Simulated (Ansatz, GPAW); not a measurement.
This is a calculation of Cu for Ansatz 0.2.0. Atoms were shifted at random by some hundredths of an Å from the given cell, which wasn't relaxed again for these runs. This isn't the form of Cu at room conditions, which is fcc.

Contents of input.yaml:

```yaml
crystal:
  lattice:
    - [1.21846369, -3.9763780104, 0.0]
    - [1.21846369, 3.9763780104, 0.0]
    - [0.0, 0.0, 2.4754955235]
  atoms:
    - { symbol: Cu, position: [0.871119, 0.133307, 0.739922] }
    - { symbol: Cu, position: [0.135042, 0.885184, 0.246958] }
hamiltonian:
  xc: pbesol
  pseudopotentials: { kind: paw }
kpoints:
  mp_grid: { grid: [11, 11, 11] }
scf:
  occupations: { method: fermi_dirac, width: 0.05 }
output:
  forces: true
  stress: true
  eigenvalues: true
```

Potentials or basis: Ansatz PAW.

Command:

```console
$ ansatz run input.yaml --threads 1 --pin off --max-ram 3584MiB --backend cpu --events-out ev --progress --plain --runs-dir out
```

Question: Set up the same calculation for GPAW 26.7.0 (ASE script). Potentials or basis there: PAW data sets generated for this functional, cutoff 600 eV.

Answer: As run (cutoffs and basis follow the program's own potentials, and thresholds, step limits or extra output files can differ):

File run.py:

```python
from ase import Atoms
from ase.dft.bandgap import bandgap
from ase.io import write
from ase.units import GPa
from gpaw import GPAW, PW, setup_paths

setup_paths.insert(0, '.')

atoms = Atoms(['Cu', 'Cu'],
              cell=[[1.21846369, -3.9763780104, 0.0],
                    [1.21846369, 3.9763780104, 0.0],
                    [0.0, 0.0, 2.4754955235]],
              scaled_positions=[[0.871119, 0.133307, 0.739922],
                                [0.135042, 0.885184, 0.246958]],
              pbc=True)

calc = GPAW(mode=PW(600),
            xc='PBEsol',
            kpts={'size': (11, 11, 11), 'gamma': True},
            occupations={'name': 'fermi-dirac', 'width': 0.05},
            nbands=23,
            convergence={'density': 1e-05, 'energy': 1e-05},
            maxiter=150,
            txt='gpaw.txt')
atoms.calc = calc
energy = atoms.get_potential_energy()
forces = atoms.get_forces()
stress = atoms.get_stress()
calc.write('gs.gpw')
write('result.traj', atoms)
print(f'Energy: {energy:.6f} eV')
print('Forces (eV/A):')
print(forces.round(4))
print('Stress (GPa):', (stress / GPa).round(3))
print('Fermi level:', round(calc.get_fermi_level(), 4), 'eV')
print(f'Gap: {bandgap(calc)[0]:.4f} eV, direct: {bandgap(calc, direct=True)[0]:.4f} eV')
```

Potentials or basis: PAW data sets generated in the run's folder for this functional, pw.

Run with:

```console
$ gpaw-setup -f PBEsol Cu
$ OMP_NUM_THREADS=1 python run.py
```

Both were run:

|  | Ansatz | GPAW |
| --- | --- | --- |
| Pressure | -1.4 GPa | 0.4 GPa |
| Largest force | 0.737 eV/Å | 0.748 eV/Å |
| Energy over the undisturbed cell | 17.2 meV/atom | 17.0 meV/atom |

Ansatz's pressure holds a Pulay term of +0.11 GPa for its cutoff of 420 eV, which the other run lacks.

The potentials hold 38 and 22 valence electrons a cell.

Ansatz's potentials were made for PBE.

Where Ansatz's input types no cutoff or centring, it takes its own default and a Γ-centred mesh.

Pressure is positive in compression.
